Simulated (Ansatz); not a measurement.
# fcc Cu(100) / fcc Pt(100) interface: specific resistance, part 2 of 2

How much resistance does one fcc Cu(100) / fcc Pt(100) interface add to a current across the layers?

Ansatz 0.2.0; Ansatz plane-wave DFT, PBE, PAW files; ballistic transport by layer matching (Landauer), zero bias; PAW set soft_1 (the session's first sound run).

So far, transmission per spin nearest the Fermi level: step 2 (transmission: PBE) 0.741; step 6 (LDA) 0.740; step 8 (r2SCAN, cutoff 500 eV) 0.735.

## (10) Transmission: PBE on the lower metal's lattice, k-mesh 15×15×1, in plane spacing 2.5562 Å

The common lattice is now the lower metal's own, which puts all the misfit on the upper one. To save time only the energies from -0.06 to 0.06 eV are solved. The mesh is 48×48 and the cutoff, the files' own for this level, 420 eV.

This step: Ansatz plane-wave DFT, PBE, PAW files; ballistic transport by layer matching (Landauer), zero bias; PAW set soft_1 (Ansatz 0.2.0).

The cell differs from the one that the last finished run ended in (a 2.665 → 2.556 Å, b 2.665 → 2.556 Å, c 37.871 → 41.154 Å).

input.yaml reads:

```yaml
crystal:
  lattice:
    - [2.5561627297, 0.0, 0.0]
    - [0.0, 2.5561627297, 0.0]
    - [0.0, 0.0, 41.1539249605]
  atoms:
    - { symbol: Cu, position: [0.0, 0.0, 0.0242990189] }
    - { symbol: Cu, position: [0.5, 0.5, 0.0682190096] }
    - { symbol: Cu, position: [0.0, 0.0, 0.1121390002] }
    - { symbol: Cu, position: [0.5, 0.5, 0.1560589909] }
    - { symbol: Cu, position: [0.0, 0.0, 0.1999789815] }
    - { symbol: Cu, position: [0.5, 0.5, 0.2438989722] }
    - { symbol: Cu, position: [0.0, 0.0, 0.2878189629] }
    - { symbol: Cu, position: [0.5, 0.5, 0.3317389535] }
    - { symbol: Cu, position: [0.0, 0.0, 0.3756589442] }
    - { symbol: Cu, position: [0.5, 0.5, 0.4195789349] }
    - { symbol: Pt, position: [0.0, 0.0, 0.4695789349] }
    - { symbol: Pt, position: [0.5, 0.5, 0.5256589442] }
    - { symbol: Pt, position: [0.0, 0.0, 0.5817389535] }
    - { symbol: Pt, position: [0.5, 0.5, 0.6378189629] }
    - { symbol: Pt, position: [0.0, 0.0, 0.6938989722] }
    - { symbol: Pt, position: [0.5, 0.5, 0.7499789815] }
    - { symbol: Pt, position: [0.0, 0.0, 0.8060589909] }
    - { symbol: Pt, position: [0.5, 0.5, 0.8621390002] }
    - { symbol: Pt, position: [0.0, 0.0, 0.9182190096] }
    - { symbol: Pt, position: [0.5, 0.5, 0.9742990189] }
kpoints:
  mp_grid: { grid: [15, 15, 1] }
hamiltonian:
  xc: pbe
  pseudopotentials: { kind: paw, azcp: { folder: soft_1 } }
scf:
  occupations: { method: fermi_dirac, width: 0.1 }
output:
  transmission:
    leads: [[4, 5], [14, 15]]
    kmesh: [48, 48]
    e_range: [-0.06, 0.06]
    de: 0.04
  write_potential: true
  write_density: true
  volumetric_format: npy
```

Run with:

```bash
$ ansatz run input.yaml --threads 4 --pin off --max-ram 15360MiB --backend cpu --events-out ev --progress --plain --runs-dir out
```

It took 2 min on 4 threads of Arm Neoverse V1, shared host; peak memory 2.3 GiB; 7.6 min of CPU time.

Numbers from this step:

```yaml
free_energy: -191496.6280 eV
energy_at_zero_smearing: -191496.3623 eV
fermi_energy: 20.23 eV
cell_area: 6.534 Å²
step_of_the_lead_s_potential: 2.1 meV
step_of_the_upper_lead_s_potential: 0.2 meV
```

Per spin. Table of transmission, zone mean by energy, zero at the Fermi level:

```tsv
energy (eV)	transmission, zone mean
-0.0600	0.629
-0.0200	0.622
0.0200	0.602
0.0600	0.590
```

Over the solved energies the transmission per spin lies between 0.590 and 0.629, out of 0.916 channels of the lead on average (up to 0.921).

## (11) Resistance: PBE on the lower metal's lattice

This step: Ansatz plane-wave DFT, PBE, PAW files; ballistic transport by layer matching (Landauer), zero bias; specific resistance of one interface, 1/T less the mean of the leads' 1/N; PAW set soft_1 (Ansatz 0.2.0).

This step gave:

- area resistance: 0.6028 fΩ m²
- T over the leads' mean channel count: 0.5442
- twice the interface resistance (2AR, or 2AR* for magnets): 1.206 fΩ m²

Twice the interface resistance is 1.21 fΩ m² here, against 1.05 in the first run; 54.4 % of the two leads' mean channel count pass, 53.4 % before.

## (12) Transmission: PBE on the upper metal's lattice, k-mesh 13×13×1, in plane spacing 2.7731 Å

And the upper metal's lattice, which puts it on the lower one. To save time only the energies from -0.06 to 0.06 eV are solved. The mesh is 44×44 and the cutoff, the files' own for this level, 420 eV.

This step: Ansatz plane-wave DFT, PBE, PAW files; ballistic transport by layer matching (Landauer), zero bias; PAW set soft_1 (Ansatz 0.2.0).

The cell differs from the one that the last finished run ended in (a 2.556 → 2.773 Å, b 2.556 → 2.773 Å, c 41.154 → 34.966 Å).

input.yaml reads:

```yaml
crystal:
  lattice:
    - [2.7731313745, 0.0, 0.0]
    - [0.0, 2.7731313745, 0.0]
    - [0.0, 0.0, 34.966114007]
  atoms:
    - { symbol: Cu, position: [0.0, 0.0, 0.0285991174] }
    - { symbol: Cu, position: [0.5, 0.5, 0.0725191081] }
    - { symbol: Cu, position: [0.0, 0.0, 0.1164390987] }
    - { symbol: Cu, position: [0.5, 0.5, 0.1603590894] }
    - { symbol: Cu, position: [0.0, 0.0, 0.2042790801] }
    - { symbol: Cu, position: [0.5, 0.5, 0.2481990707] }
    - { symbol: Cu, position: [0.0, 0.0, 0.2921190614] }
    - { symbol: Cu, position: [0.5, 0.5, 0.3360390521] }
    - { symbol: Cu, position: [0.0, 0.0, 0.3799590427] }
    - { symbol: Cu, position: [0.5, 0.5, 0.4238790334] }
    - { symbol: Pt, position: [0.0, 0.0, 0.4738790334] }
    - { symbol: Pt, position: [0.5, 0.5, 0.5299590427] }
    - { symbol: Pt, position: [0.0, 0.0, 0.5860390521] }
    - { symbol: Pt, position: [0.5, 0.5, 0.6421190614] }
    - { symbol: Pt, position: [0.0, 0.0, 0.6981990707] }
    - { symbol: Pt, position: [0.5, 0.5, 0.7542790801] }
    - { symbol: Pt, position: [0.0, 0.0, 0.8103590894] }
    - { symbol: Pt, position: [0.5, 0.5, 0.8664390987] }
    - { symbol: Pt, position: [0.0, 0.0, 0.9225191081] }
    - { symbol: Pt, position: [0.5, 0.5, 0.9785991174] }
kpoints:
  mp_grid: { grid: [13, 13, 1] }
hamiltonian:
  xc: pbe
  pseudopotentials: { kind: paw, azcp: { folder: soft_1 } }
scf:
  occupations: { method: fermi_dirac, width: 0.1 }
output:
  transmission:
    leads: [[4, 5], [14, 15]]
    kmesh: [44, 44]
    e_range: [-0.06, 0.06]
    de: 0.04
  write_potential: true
  write_density: true
  volumetric_format: npy
```

Elapsed: 1.8 min, on 4 threads; peak memory 2 GiB; 6.8 min of CPU time.

This step gave:

```yaml
free_energy: -191499.1725 eV
energy_at_zero_smearing: -191498.8600 eV
fermi_energy: 20.26 eV
cell_area: 7.690 Å²
step_of_the_lead_s_potential: 4.3 meV
step_of_the_upper_lead_s_potential: 3.5 meV
```

Per spin. The transmission, zone mean by energy, zero at the Fermi level:

```tsv
energy (eV)	transmission, zone mean
-0.0600	0.796
-0.0200	0.775
0.0200	0.758
0.0600	0.746
```

Over the solved energies the transmission per spin lies between 0.746 and 0.796, out of 1.12 channels of the lead on average (up to 1.13).

## (13) Resistance: PBE on the upper metal's lattice

This step: Ansatz plane-wave DFT, PBE, PAW files; ballistic transport by layer matching (Landauer), zero bias; specific resistance of one interface, 1/T less the mean of the leads' 1/N; PAW set soft_1 (Ansatz 0.2.0).

Numbers from this step:

| Quantity | Value |
| --- | --- |
| area resistance | 0.6137 fΩ m² |
| T over the leads' mean channel count | 0.4745 |
| twice the interface resistance (2AR, or 2AR* for magnets) | 1.227 fΩ m² |

Twice the interface resistance is 1.23 fΩ m² here, against 1.05 in the first run; 47.4 % of the two leads' mean channel count pass, 53.4 % before.

## (14) What came out

* 2AR, PBE: 1.05 fΩ m²
* 2AR, LDA: 1.06 fΩ m²
* 2AR, r2SCAN: 1.07 fΩ m²
* 2AR, PBE on the lower metal's lattice: 1.21 fΩ m²
* 2AR, PBE on the upper metal's lattice: 1.23 fΩ m²

In words: One interface gives 2AR = 1.05 fΩ m² (PBE). The functionals span 1.05 to 1.07 fΩ m². A mesh a third as fine gives 0.944 against 1.05 fΩ m². The misfit of 8.1 % is shared out in plane at constant volume, which leaves both metals far from their own cubic or hexagonal shape; the values belong to these strained forms. With a misfit of 8.1 %, the choice of the common lattice gives 1.21 on the lower metal's and 1.23 fΩ m² on the upper one's. The formula assumes diffuse scattering between interfaces; layers sit on ideal sites at each metal's own atomic volume. Spin-orbit coupling is left out, which matters for Pt.

[Logs are printed without paths, hosts, clocks, repeated set-up lines and the standing remarks that a program may print on its own settings, such as how far it seeks lower states.]

[Hosts, paths, dates, database ids (printed as entryN), source tags and the programs' standing remarks are cut or masked in the printed files.]
